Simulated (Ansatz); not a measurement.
# Rh: a line through a two-coordinate scan, part 2 of 2

One line of a two-coordinate grid on Rh (P6_3/mmc, No. 194; 4 atoms in the cell): strain +e along z and -e/2 along x and y is varied, at strain +e along x and -e along y = 11.0 %.

Ansatz 0.2.0; DFT PBEsol, scalar-relativistic, plane waves, PAW.

**6. Grid point (11.0 %, −3.7 %)**

File input.yaml:

```yaml
crystal:
  lattice:
    - [3.0189736445, 0.0, 0.0]
    - [-1.5094868223, 2.1047442932, 0.0]
    - [0.0, 0.0, 8.4072113135]
  atoms:
    - { symbol: Rh, position: [0.0, 0.0, 0.0] }
    - { symbol: Rh, position: [0.3333333333, 0.6666666667, 0.25] }
    - { symbol: Rh, position: [0.0, 0.0, 0.5] }
    - { symbol: Rh, position: [0.6666666667, 0.3333333333, 0.75] }
basis:
  ecutwfc: 420
kpoints:
  mp_grid: { grid: [18, 18, 6] }
hamiltonian:
  xc: pbesol
  pseudopotentials: { kind: paw, azcp: { folder: soft_1 } }
scf:
  occupations: { method: gaussian, width: 0.15 }
output:
  forces: true
  stress: true
  eigenvalues: true
```

On the command line:

```sh
$ ansatz run input.yaml --threads 2 --pin off --max-ram 4096MiB --backend cpu --events-out ev --progress --plain --runs-dir out
```

Standard output, shortened:

```text
Warning: <dir> the record states the generating functional pbe (its physics header spells it `PBE`), which answers neither for hamiltonian.xc's functional nor for the pbesol family's — results may be inconsistent (PPs are generated against a specific XC)
Warning: RAYON_NUM_THREADS=2 ignored (pool sized by the plan → 2); use --threads N
[...]
Pseudopotentials: kind: paw
Pseudopotential: Rh, paw, valence charge 17, recommended cutoff 420 eV (normal), <dir>
Functional definition: PBEsol
[...]
Crystal: 4 atoms, lattice volume = 53.421 Å³
Basis set: ecut = 420 eV, 1047 PW (Γ), exchange–correlation on 48×36×120 points (8 copies of the dense FFT grid, shifted against one another)
Bands: 41, of which v1, the nominal top of the filled ones, is band 34 counted from 1 (33 counted from 0)
Symmetry: 8 space group operations
Space group: Cmcm (ITA 63), of the structure as read, at distance tolerance 3.8e-5 Å
k-points: 364 of 1944
[...]
SCF iter   1: F=—  HF=-25356.278783 eV  |F-HF|=—  |Δ(HF+E_count)|=         —  Δρ=1.17e-1  dr2=6.56e0  ethr=3.10e-3  ⟨swp⟩=5.1  Hψ=47483  notcnv=0  defer=1
[...]
SCF iter   7: F=-25354.186333 eV  HF=-25354.186333 eV  |F-HF|=2.27e-8  |Δ(HF+E_count)|=   2.33e-7  Δρ=1.73e-5  dr2=8.43e-8  ethr=1.47e-10  ⟨swp⟩=6.1  Hψ=55847  notcnv=0
[...]
SCF converged after 7 iterations
Free energy (F): -25354.186333 eV
[...]
E sigma→0 (E₀):  -25354.153756 eV
Entropy (-TS):   -0.065154 eV (-16.289 meV/atom)
Fermi energy:    23.053035 eV
[...]
--- Forces (eV/Å), atoms counted from 1 ---
  atom   1  Rh    -0.00000000     0.00000000     0.00000000
  atom   2  Rh    -0.00000000     0.93424675     0.00000000
  atom   3  Rh     0.00000000     0.00000000     0.00000000
  atom   4  Rh     0.00000000    -0.93424675     0.00000000
[...]
--- Stress (GPa, compression-positive) ---
       -4.103625      -0.000000      -0.000000
       -0.000000      29.486055       0.000000
       -0.000000       0.000000      11.014293
  P = ⅓ Tr σ = 12.1322 GPa (121.322 kbar)
--- Band table (eV; the first three rows and the last of 364) ---
[...]
```

Run time: 21 s. Hardware: 2 threads of Arm Neoverse V1, shared host; peak memory 0.73 GiB.

On the map this point reads 232 meV/atom.

**7. Point (11.0 %, 0.0 %)**

input.yaml: that of step 6 with these lines changed.

```diff
@@ -2,5 +2,5 @@
   lattice:
-    - [3.0189736445, 0.0, 0.0]
-    - [-1.5094868223, 2.1047442932, 0.0]
-    - [0.0, 0.0, 8.4072113135]
+    - [2.9698770288, 0.0, 0.0]
+    - [-1.4849385144, 2.0622253768, 0.0]
+    - [0.0, 0.0, 8.7275109659]
   atoms:
```

On the command line:

```sh
$ ansatz run input.yaml --threads 2 --pin off --max-ram 4096MiB --backend cpu --events-out ev --progress --plain --runs-dir out
```

Standard output, shortened:

```text
[...]
SCF converged after 8 iterations
Free energy (F): -25354.019713 eV
[...]
E sigma→0 (E₀):  -25353.984817 eV
Entropy (-TS):   -0.069792 eV (-17.448 meV/atom)
Fermi energy:    23.036260 eV
[...]
--- Forces (eV/Å), atoms counted from 1 ---
  atom   1  Rh     0.00000000     0.00000000     0.00000000
  atom   2  Rh     0.00000000     0.69761927     0.00000000
  atom   3  Rh     0.00000000     0.00000000     0.00000000
  atom   4  Rh     0.00000000    -0.69761927     0.00000000
[...]
--- Stress (GPa, compression-positive) ---
       -2.399892       0.000000       0.000000
        0.000000      41.582003       0.000000
        0.000000       0.000000      -1.786311
  P = ⅓ Tr σ = 12.4653 GPa (124.653 kbar)
--- Band table (eV; the first three rows and the last of 364) ---
[...]
```

Run time: 24 s. Hardware: 2 threads of Arm Neoverse V1, shared host; peak memory 0.73 GiB.

On the map this point reads 273 meV/atom.

**8. The run at (11.0 %, 3.7 %)**

input.yaml: that of step 7 with these lines changed.

```diff
@@ -2,5 +2,5 @@
   lattice:
-    - [2.9698770288, 0.0, 0.0]
-    - [-1.4849385144, 2.0622253768, 0.0]
-    - [0.0, 0.0, 8.7275109659]
+    - [2.920780413, 0.0, 0.0]
+    - [-1.4603902065, 2.0197064603, 0.0]
+    - [0.0, 0.0, 9.0478106183]
   atoms:
```

On the command line:

```sh
$ ansatz run input.yaml --threads 2 --pin off --max-ram 4096MiB --backend cpu --events-out ev --progress --plain --runs-dir out
```

Standard output, shortened:

```text
Warning: <dir> the record states the generating functional pbe (its physics header spells it `PBE`), which answers neither for hamiltonian.xc's functional nor for the pbesol family's — results may be inconsistent (PPs are generated against a specific XC)
Warning: RAYON_NUM_THREADS=2 ignored (pool sized by the plan → 2); use --threads N
[...]
[... 3 set-up lines as earlier in the session ...]
[...]
Crystal: 4 atoms, lattice volume = 53.374 Å³
Basis set: ecut = 420 eV, 1037 PW (Γ), exchange–correlation on 40×36×128 points (8 copies of the dense FFT grid, shifted against one another)
Bands: 41, of which v1, the nominal top of the filled ones, is band 34 counted from 1 (33 counted from 0)
[... 2 set-up lines as earlier in the session ...]
k-points: 364 of 1944
[...]
SCF iter   1: F=—  HF=-25355.573524 eV  |F-HF|=—  |Δ(HF+E_count)|=         —  Δρ=1.13e-1  dr2=6.18e0  ethr=3.10e-3  ⟨swp⟩=5.2  Hψ=47983  notcnv=0  defer=7
[...]
SCF iter   8: F=-25353.601890 eV  HF=-25353.601890 eV  |F-HF|=3.91e-9  |Δ(HF+E_count)|=   5.03e-9  Δρ=4.39e-6  dr2=7.19e-9  ethr=1.47e-10  ⟨swp⟩=6.7  Hψ=46955  notcnv=0
[...]
SCF converged after 8 iterations
Free energy (F): -25353.601890 eV
[...]
E sigma→0 (E₀):  -25353.565937 eV
Entropy (-TS):   -0.071905 eV (-17.976 meV/atom)
Fermi energy:    23.083373 eV
[...]
--- Forces (eV/Å), atoms counted from 1 ---
  atom   1  Rh     0.00000000     0.00000000     0.00000000
  atom   2  Rh    -0.00000000     0.50596349     0.00000000
  atom   3  Rh     0.00000000     0.00000000     0.00000000
  atom   4  Rh     0.00000000    -0.50596349     0.00000000
[...]
--- Stress (GPa, compression-positive) ---
        2.179995       0.000000      -0.000000
        0.000000      56.167758      -0.000000
       -0.000000      -0.000000     -11.245649
  P = ⅓ Tr σ = 15.7007 GPa (157.007 kbar)
--- Band table (eV; the first three rows and the last of 364) ---
[...]
```

Run time: 21 s. Hardware: 2 threads of Arm Neoverse V1, shared host; peak memory 0.73 GiB.

On the map this point reads 378 meV/atom.

**9. Point (11.0 %, 7.3 %)**

input.yaml: that of step 8 with these lines changed.

```diff
@@ -2,5 +2,5 @@
   lattice:
-    - [2.920780413, 0.0, 0.0]
-    - [-1.4603902065, 2.0197064603, 0.0]
-    - [0.0, 0.0, 9.0478106183]
+    - [2.8718175755, 0.0, 0.0]
+    - [-1.4359087878, 1.9773033992, 0.0]
+    - [0.0, 0.0, 9.3672375197]
   atoms:
```

On the command line:

```sh
$ ansatz run input.yaml --threads 2 --pin off --max-ram 4096MiB --backend cpu --events-out ev --progress --plain --runs-dir out
```

Standard output, shortened:

```text
[...]
SCF converged after 8 iterations
Free energy (F): -25352.945503 eV
[...]
E sigma→0 (E₀):  -25352.907864 eV
Entropy (-TS):   -0.075277 eV (-18.819 meV/atom)
Fermi energy:    23.193197 eV
[...]
--- Forces (eV/Å), atoms counted from 1 ---
  atom   1  Rh     0.00000000     0.00000000     0.00000000
  atom   2  Rh    -0.00000000     0.34811193     0.00000000
  atom   3  Rh     0.00000000     0.00000000     0.00000000
  atom   4  Rh     0.00000000    -0.34811193     0.00000000
[...]
--- Stress (GPa, compression-positive) ---
       10.398473      -0.000000       0.000000
       -0.000000      72.854535       0.000000
        0.000000       0.000000     -17.514090
  P = ⅓ Tr σ = 21.9130 GPa (219.130 kbar)
--- Band table (eV; the first three rows and the last of 364) ---
[...]
```

It took 23 s on 2 threads of Arm Neoverse V1, shared host; peak memory 0.73 GiB.

Energy on the map's scale: 542 meV/atom.

**10. Grid point (11.0 %, 11.0 %)**

input.yaml: that of step 9 with these lines changed.

```diff
@@ -2,5 +2,5 @@
   lattice:
-    - [2.8718175755, 0.0, 0.0]
-    - [-1.4359087878, 1.9773033992, 0.0]
-    - [0.0, 0.0, 9.3672375197]
+    - [2.8227209598, 0.0, 0.0]
+    - [-1.4113604799, 1.9347844827, 0.0]
+    - [0.0, 0.0, 9.6875371721]
   atoms:
```

On the command line:

```sh
$ ansatz run input.yaml --threads 2 --pin off --max-ram 4096MiB --backend cpu --events-out ev --progress --plain --runs-dir out
```

Standard output, shortened:

```text
Warning: <dir> the record states the generating functional pbe (its physics header spells it `PBE`), which answers neither for hamiltonian.xc's functional nor for the pbesol family's — results may be inconsistent (PPs are generated against a specific XC)
Warning: RAYON_NUM_THREADS=2 ignored (pool sized by the plan → 2); use --threads N
[...]
[... 3 set-up lines as earlier in the session ...]
[...]
Crystal: 4 atoms, lattice volume = 52.907 Å³
Basis set: ecut = 420 eV, 991 PW (Γ), exchange–correlation on 40×36×144 points (8 copies of the dense FFT grid, shifted against one another)
Bands: 41, of which v1, the nominal top of the filled ones, is band 34 counted from 1 (33 counted from 0)
[... 2 set-up lines as earlier in the session ...]
k-points: 364 of 1944
[...]
SCF iter   1: F=—  HF=-25353.730887 eV  |F-HF|=—  |Δ(HF+E_count)|=         —  Δρ=1.05e-1  dr2=5.29e0  ethr=3.10e-3  ⟨swp⟩=5.4  Hψ=48877  notcnv=0  defer=21
[...]
SCF iter   7: F=-25352.044734 eV  HF=-25352.044734 eV  |F-HF|=3.40e-8  |Δ(HF+E_count)|=   2.23e-8  Δρ=1.54e-5  dr2=6.96e-8  ethr=1.47e-10  ⟨swp⟩=7.5  Hψ=56134  notcnv=0
[...]
SCF converged after 7 iterations
Free energy (F): -25352.044734 eV
[...]
E sigma→0 (E₀):  -25352.005799 eV
Entropy (-TS):   -0.077871 eV (-19.468 meV/atom)
Fermi energy:    23.369837 eV
[...]
--- Forces (eV/Å), atoms counted from 1 ---
  atom   1  Rh     0.00000000     0.00000000    -0.00000000
  atom   2  Rh     0.00000000     0.22051158     0.00000000
  atom   3  Rh     0.00000000     0.00000000     0.00000000
  atom   4  Rh     0.00000000    -0.22051158     0.00000000
[...]
--- Stress (GPa, compression-positive) ---
       22.715153       0.000000       0.000000
        0.000000      92.013187       0.000000
        0.000000       0.000000     -20.956934
  P = ⅓ Tr σ = 31.2571 GPa (312.571 kbar)
--- Band table (eV; the first three rows and the last of 364) ---
[...]
```

It took 20 s on 2 threads of Arm Neoverse V1, shared host; peak memory 0.73 GiB.

That is 767 meV/atom from the zero.

**11. What came out**

The summary covers parts 1 to 2.

```
strain +e along z and -e/2 along x and y (%)  step  energy (meV/atom)  slope (meV/atom per %)  pressure (GPa)  largest force on an atom (eV/Å)
                                       −11.0     3                349                     −35            20.0                             1.59
                                        −7.3     4                256                     −16            14.7                             1.23
                                        −3.7     6                232                       2            12.1                             0.93
                                         0.0     7                273                      20            12.5                             0.70
                                         3.7     8                378                      37            15.7                             0.51
                                         7.3     9                542                      53            21.9                             0.35
                                        11.0    10                767                      70            31.3                             0.22
```

Energies count from the relaxed crystal. Slopes come from the forces (and the stress, where the cell changes), not from differences of energies.

```tsv
run	outcome
step 5, run with ecutwfc 800 eV, xc_grid 3, mp_grid.grid [9, 9, 3] (against step 4)	+0.4 meV/atom
```

What this shows: Of the points computed the energy is lowest at −3.7 %, 232 meV/atom from the zero. A fit to energies and slopes at the lowest point and its two neighbours puts the minimum at −4.18 %, with a curvature of about 5 meV/atom per %². Divided by the reference volume, that is a stiffness of about 590 GPa for this pattern of strain, with the ions clamped. The highest point computed, at 11.0 %, lies 535 meV/atom above the lowest. This is one cut through a surface in two coordinates; the map's lowest point lies off it.
